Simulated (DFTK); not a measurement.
## NaCl under changes of volume

One of the cells (21.478 Å³/atom); the others are scaled copies at fixed shape and fractional positions:

```xyz
2
Lattice="3.5022 0.0000 0.0000 0.0000 3.5022 0.0000 0.0000 0.0000 3.5022" Properties=species:S:1:pos:R:3 pbc="T T T"
Cl    1.7511    1.7511    1.7511
Na    0.0000    0.0000    0.0000
```

Measurements of this composition are mostly on another form, of space group No. 225.

```yaml
Program: DFTK 0.8.2
Functional: LDA
Potentials_or_basis: cp2k.nc.sr.lda.v0_1.largecore.gth (LDA, GTH, large core)
Cutoff: 952 eV
k_mesh: 7 × 7 × 7
Occupations: fermi-dirac, width 0.05 eV
Spin: no spin polarisation
```

```csv
volume (Å³/atom),energy over the lowest point (meV/atom),gap on the mesh (eV)
20.189,0.00,3.81
20.619,7.83,3.74
21.048,16.58,3.69
21.478,?,?
21.907,36.48,3.58
22.337,47.36,3.53
22.766,58.87,3.48
```

What does the run at 21.478 Å³/atom give?

Energy over the lowest point 26.19 meV/atom; gap on the mesh 3.63 eV.

Worked out: A Birch-Murnaghan fit of order 3 (a polynomial in V^(-2/3)) to the other rows has no minimum within the range. It gives 26.17 meV/atom at 21.478 Å³/atom, against the run's 26.19. A straight line through the other rows of the gap, of slope -2.71 eV per unit of ln V, gives 3.64 eV, against the run's 3.63.

Energies are extrapolated to zero smearing.

Caveats: this set keeps more shells in the core, which shifts pressures and gaps; an odd mesh through Γ misses points on the zone boundary, where band edges often lie.
